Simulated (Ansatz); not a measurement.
# Ionic part of the dielectric constant of MgO at 25 GPa, mode by mode

All numbers below come from Ansatz, DFT PBEsol, scalar-relativistic, plane waves, PAW. Cutoff 420 eV, 10×10×10 k-points (Γ-centred), fixed occupations. No spin polarisation. Phonons by linear response, acoustic sum rule imposed.

Symmetry: Fm-3m, No. 225, cubic system. The conventional cell has a = 4.045 Å, b = 4.045 Å, c = 4.045 Å, α = 90.00°, β = 90.00°, γ = 90.00°. Mg (site symmetry m-3m) is surrounded by 6 O at 2.02 Å. Around O (site symmetry m-3m) lie 6 Mg at 2.02 Å.

The primitive cell has V = 16.54 Å³ and ε∞,yy = 3.121. Each polar mode adds Δε = (4.92064×10⁷/V)·S/ν² along y, with S its oscillator strength in e²/amu, ν in cm⁻¹ and V in Å³.

**Question.** From these modes, find each Δε and ε0,yy.
```
ν (cm⁻¹) S_yy (e²/amu)
   505.0         0.3857
```

**Answer.**
```csv
ν (cm⁻¹),Δε
505.0,4.50
```

The sum is 4.499, so ε0,yy = 7.62; the run's tensor has 7.62.

**Question.** Where do the longitudinal modes lie for a wave vector along y?

**Answer.** At 789 cm⁻¹. The Lyddane–Sachs–Teller product Π(ν_LO/ν_TO)² = 2.44 matches ε0/ε∞ = 2.44.

Cost: 1 run of about 0.099 core-minutes, on Intel Xeon Platinum 8488C (Sapphire Rapids) (shared hosts).

The lattice contributes more to the static permittivity of compressed MgO than the electrons do: 4.50 from a single polar mode, against an ε∞ of 3.121 that already includes the vacuum term. In rock salt this mode is the triply degenerate motion of the Mg sublattice against the O sublattice, so the response is isotropic. Its oscillator strength, taken with the reduced mass of the pair, implies a Born effective charge close to the formal ionic valence. The large ionic term therefore reflects a dynamical charge of ordinary ionic size working against the lattice's restoring force, not a soft mode or anomalous dynamical charge. The same charge drives the wide separation between 505.0 and 789 cm⁻¹, because the tightly bound valence electrons of a wide-gap oxide screen the longitudinal field only weakly. The Lyddane–Sachs–Teller agreement confirms internal consistency, not the accuracy of the frequency itself, to which the ionic term is sensitive through its inverse square. Compression normally stiffens the transverse mode through short-range repulsion and so lowers the static permittivity, but a single pressure cannot show that trend.
